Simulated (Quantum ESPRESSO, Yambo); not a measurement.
Planning a run of Yambo 5.3.0 on BP (F-43m). The input:

```
HF_and_locXC
gw0
dyson
ppa
em1d
rim_cut
RandQpts= 1000000
RandGvec= 1 RL
EXXRLvcs= 68 Ry
VXCRLvcs= 272 Ry
Chimod= "HARTREE"
% BndsRnXp
 1 | 201 |
%
NGsBlkXp= 15.5 Ry
% LongDrXp
 1 | 1 | 1 |
%
% GbndRnge
 1 | 201 |
%
DysSolver= "n"
ExtendOut
PPAPntXp= 27.21138 eV
% QPkrange
 1 | 1 | 3 | 6 |
 7 | 7 | 3 | 6 |
%
```

```sh
OMP_NUM_THREADS=1 mpirun -n 4 yambo -F gw5.in -J gw5 -C gw5 > gw5.log
```

The stored states that it reads are on a 4×4×4 mesh. Symmetry: F-43m, No. 216, cubic system. Conventional cell: a = 4.538 Å, b = 4.538 Å, c = 4.538 Å, α = 90.00°, β = 90.00°, γ = 90.00°. B has 4 P at 1.97 Å nearest. Nearest to P lie 4 B at 1.97 Å. Farther neighbours are not listed.

Question: How long will it take on 4 MPI ranks of Arm Neoverse V1, shared host, and how much memory?

It took 54 s; on shared hardware allow 27 s to 1.8 min. Peak host memory was 1.4 GiB.

The screening grows as filled bands × empty bands × pairs of k points, times the square of the screening basis for the matrix.

[Paths, hosts, dates, memory and timing lines, banners, echoed tables and standing remarks are left out of the program output.]

[Logs are printed without paths, hosts, clocks, repeated set-up lines and the standing remarks that a program may print on its own settings, such as how far it seeks lower states.]

[Runs of the session that timed out or met a known fault of the program may be left out.]

[Hosts, paths, dates, database ids (printed as entryN), source tags and the programs' standing remarks are cut or masked in the printed files.]
